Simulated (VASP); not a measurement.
**TiO2: band structure with PBEsol**

**Experimental background.**

From “Shallow Valence Band of Rutile GeO2 and P-type Doping”, 2020, arxiv:2011.08928, for a bulk crystal of TiO2 at 1.6 K: band gap 3.03 eV (direct).

Crystal: TiO2.

```
Ti O
1.0
     4.59271    0.00000    0.00000
     0.00000    4.59271    0.00000
     0.00000    0.00000    2.94174
Ti O
2 4
Direct
  0.00000 0.00000 0.00000
  0.50000 0.50000 0.50000
  0.30432 0.30432 0.00000
  0.19568 0.80432 0.50000
  0.69568 0.69568 0.00000
  0.80432 0.19568 0.50000
```

```yaml
Program: VASP 6.6.1
Task: band structure
Functional: PBEsol
Potentials_or_basis: VASP PAW PBE potentials, release 64 (Ti_sv, O)
Cutoff: 520 eV
k_mesh: 4 × 4 × 6
Occupations: gaussian, width 0.03 eV
Spin: no spin polarisation
Grid_for_exact_exchange_PRECFOCK: Fast
Further_INCAR_settings: ALGO = Normal; EDIFF = 1e-06; NBANDS = 33
```

```yaml
Pressure: 0.3 GPa
Band_gap_on_the_k_mesh: 1.83 eV, direct
Band_gap_along_the_path: 1.83 eV, direct
```

Levels at points of the mesh, in eV from the valence-band top:
```
           k point  band 22  band 23  band 24  band 25  band 26  band 27
(0.00, 0.00, 0.00)    -0.46    -0.46     0.00     1.83     2.11     2.40
(0.50, 0.00, 0.00)    -1.64    -0.76    -0.76     2.51     2.51     3.04
(0.50, 0.50, 0.00)    -1.30    -1.09    -1.09     1.86     1.86     2.52
(0.00, 0.00, 0.50)    -2.43    -1.45    -1.45     2.98     2.98     3.22
(0.50, 0.00, 0.50)    -2.08    -1.06    -1.06     1.87     1.87     3.24
(0.50, 0.50, 0.50)    -1.31    -0.68    -0.68     2.59     2.59     3.20
```

Run time: 14 s on 4 MPI ranks on Intel(R) Xeon(R) Platinum 8488C (Sapphire Rapids) (shared host), peak memory 0.21 GiB a rank.

Measured gap of TiO2: 3.03 eV (direct; 1.6 K; quoted in “Shallow Valence Band of Rutile GeO2 and P-type Doping”, 2020, arxiv:2011.08928). This calculation gives 1.83 eV (-1.20 eV). 2 values of this kind are on record in papers (3.03 to 3.05 eV); this one was drawn at random among those near their median. The value is that of PBEsol, without temperature or zero-point motion. Semilocal functionals fall short of measured gaps as a rule.

Caveat: the PAW data sets were made with another functional, which shifts forces and pressure a little.
